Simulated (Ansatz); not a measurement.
Sn:

```
Sn
1.0
    -2.02919    2.02919    1.66076
     2.02919   -2.02919    1.66076
     2.02919    2.02919   -1.66076
Sn
1
Cartesian
  0.0000 0.0000 0.0000
```

This isn't the form of Sn at room conditions, which is tetragonal (white tin).

Program: Ansatz 0.2.0. Alike in all runs: task band structure; potentials or basis Ansatz PAW; no spin polarisation; cell as given; k mesh 6 × 6 × 6; smearing fermi-dirac 0.05 eV; the mesh is coarse, so values aren't converged.

Question: Order these runs on this cell by their pressure, lowest first.
A. level BLYP; cutoff (eV) 420
B. level r2SCAN; cutoff (eV) 500
C. level RPBE; cutoff (eV) 420
D. level LDA; cutoff (eV) 420

Answer: D (-2.6 GPa), B (0.1 GPa), C (2.8 GPa), A (6.0 GPa).

Caveats: all runs use coarse meshes; the PAW data sets come from PBE, with cores solved anew for the run's functional, which leaves a small shift of forces and pressure.

Runs at the PBE level aren't shown here.
